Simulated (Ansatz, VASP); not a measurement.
## Two plane-wave programs on KBr

File INCAR:

```
  PREC = Accurate
  ENCUT = 520
  EDIFF = 1E-8
  ISMEAR = -1
  SIGMA = 0.01
  LREAL = False
  LASPH = True
  NELM = 100
  ALGO = Normal
  ISIF = 2
  LWAVE = False
  LCHARG = False
  LEFG = True
  NBANDS = 15
```

The input KPOINTS:

```
Automatic mesh
0
Gamma
  7 7 7
```

The input POSCAR:

```
KBr
1.0
    0.0000000000      3.3358273371      3.3358273371
    3.3358273371      0.0000000000      3.3358273371
    3.3358273371      3.3358273371      0.0000000000
K Br
1 1
Direct
    0.0000000000      0.0000000000      0.0000000000
    0.5000000000      0.5000000000      0.5000000000
```

Input for Ansatz:

```yaml
crystal:
  lattice:
    - [0.0, 3.3358273371, 3.3358273371]
    - [3.3358273371, 0.0, 3.3358273371]
    - [3.3358273371, 3.3358273371, 0.0]
  atoms:
    - { symbol: K, position: [0.0, 0.0, 0.0] }
    - { symbol: Br, position: [0.5, 0.5, 0.5] }
kpoints:
  mp_grid: { grid: [7, 7, 7] }
scf:
  occupations: { method: fermi_dirac, width: 0.01 }
hamiltonian:
  xc: lda
  pseudopotentials: { kind: paw }
output:
  forces: true
  stress: true
  eigenvalues: true
  efg: { contact_densities: true }
```

Change from the starting cell: functional lda, volume scaled by 1.04, PAW files.

Alike in both runs: task electric field gradients; functional LDA; k mesh 7 × 7 × 7; occupations fermi-dirac, width 0.01 eV; no spin polarisation.

|  | VASP | Ansatz |
| --- | --- | --- |
| version | VASP 6.6.1 | Ansatz 0.2.0 |
| potentials or method | VASP PAW LDA potentials, release 64 (K_sv, Br) | PAW with Ansatz's default frozen-core files, scalar-relativistic |
| plane-wave cutoff (eV) | 520 | 420 |
| valence electrons in the cell | 16 | 16 |

```csv
,VASP,Ansatz,Ansatz less VASP
gap on the k mesh at the Fermi level (eV),3.96,3.95,-0.008
pressure (GPa),-1.9,-2.0,-0.04
Vzz of the field gradient on the site that differs most (V/Å²),0.0,0.0,0.00
```
